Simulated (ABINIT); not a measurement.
The system is Te.

```xyz
1
Lattice="2.3059 1.3313 1.6910 -2.3059 1.3313 1.6910 0.0000 -2.6626 1.6910" Properties=species:S:1:pos:R:3 pbc="T T T"
Te    0.0000    0.0000    2.5364
```

This isn't the form of Te at room conditions, which is trigonal, of chains.

* Program: ABINIT 10.8.3 (patched build)
* Task: relaxation of cell and atoms
* Functional: LDA
* Potentials or basis: PseudoDojo NC SR LDA v0.4.1 standard
* Cutoff: 1088 eV
* k mesh: 7 × 7 × 7
* Occupations: fermi-dirac, width 0.05 eV
* Spin: no spin polarisation

At the start: pressure -1.4 GPa; volume 31.15 Å³/atom.

Task: How do energy, volume and symmetry change on relaxing?

Result: Over 9 steps the energy falls by 4.2 meV/atom and the volume is 30.52 Å³/atom (-2.0 %); space group R-3m (No. 166, to 0.05 Å).

Step by step:
| step | energy change (eV) | largest force (eV/Å) | pressure (GPa) | volume (Å³) |
| --- | --- | --- | --- | --- |
| 1 | 0.0000 | 0.0000 | -1.35 | 31.15 |
| 2 | -0.0011 | 0.0000 | -1.12 | 31.02 |
| 3 | -0.0035 | 0.0000 | 0.12 | 30.39 |
| 4 | -0.0035 | 0.0000 | 0.08 | 30.42 |
| 5 | -0.0039 | 0.0000 | -0.16 | 30.56 |
| 6 | -0.0041 | 0.0000 | -0.21 | 30.61 |
| 7 | -0.0042 | 0.0000 | -0.10 | 30.57 |
| 8 | -0.0042 | 0.0000 | -0.01 | 30.53 |
| 9 | -0.0042 | 0.0000 | 0.00 | 30.52 |

Final structure:
```
Te
1.0
     2.27070    1.31099    1.70876
    -2.27070    1.31099    1.70876
     0.00000   -2.62198    1.70876
Te
1
Cartesian
  0.0000 0.0000 2.5631
```
